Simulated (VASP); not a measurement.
NiO, 2 atoms in the cell. It takes space group Fm-3m (No. 225, cubic). Conventional cell: a = 4.172 Å, b = 4.172 Å, c = 4.172 Å, α = 90.00°, β = 90.00°, γ = 90.00°. Ni (site symmetry m-3m) is surrounded by 6 O at 2.09 Å. O (site symmetry m-3m) has 6 Ni at 2.09 Å as nearest neighbours. 

| Item | Value |
| --- | --- |
| Program | VASP 6.6.1 |
| Task | single point |
| Functional | PBE |
| Potentials or basis | VASP PAW PBE potentials, release 64 (Ni, O) |
| Cutoff | 520 eV |
| k mesh | 11 × 11 × 11 |
| Occupations | gaussian, width 0.028 eV |
| Spin | collinear spin, ferromagnetic start |
| Starting moments | [1.0, 0.0] μB |
| Further INCAR settings | ALGO = Normal; EDIFF = 1e-06 |

Potentials or basis: VASP PAW PBE potentials, release 64 (Ni, O).

Launch:

```sh
$ cat potpaw_PBE.64/Ni/POTCAR potpaw_PBE.64/O/POTCAR > POTCAR
$ mpirun -np 1 vasp_std > vasp.out
```

Hardware: 1 thread of Intel(R) Xeon(R) Platinum 8375C CPU @ 2.90GHz (Ice Lake), on a shared host.

Question: Estimate the wall time of this run.

Answer: It took 23 s on 1 thread of Intel(R) Xeon(R) Platinum 8375C CPU @ 2.90GHz (Ice Lake) (shared host), peak memory 0.16 GiB. Counts: scf iterations 17, k points 56.
